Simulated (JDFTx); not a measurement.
Runs of JDFTx 1.7.0 (patched build) on Si. The structure is cubic, space group Pm-3m (No. 221). Conventional cell: a = 2.532 Å, b = 2.532 Å, c = 2.532 Å, α = 90.00°, β = 90.00°, γ = 90.00°. Around Si (site symmetry m-3m) lie 6 Si at 2.53 Å. The cell was built by a generator and needn't be a form met in nature.

```tsv
level	share of exact exchange	gap on the mesh (eV)	pressure (GPa)
PBE0 (exact-exchange share 0.2)	0.2	none	1.8
PBE0 (exact-exchange share 0.25)	0.25	none	1.6
PBE0 (exact-exchange share 0.1)	0.1	none	2.3
PBE0 (exact-exchange share 0.4)	0.4	none	(a)
PBE0 (exact-exchange share 0.3)	0.3	none	(b)
```

Alike in all rows: task single point; potentials or basis PseudoDojo-SR-PBE-0.5-standard with smoothed tails; no spin polarisation; cell as given; k mesh 5 × 5 × 5; cutoff (eV) 490; smearing fermi-dirac 0.05 eV; the mesh is coarse, so values aren't converged.

Problem. Fill in the values left out.

Solution. (a) 1.1; (b) 1.4.

Caveats: all runs use coarse meshes; the hybrid runs on potentials with a model core; the potentials were made for another functional, which shifts forces and pressure; the empty levels aren't tightly converged (some runs).

A gap of «none» marks a metal or a gap under the smearing width.

Runs at the PBE level aren't shown here.
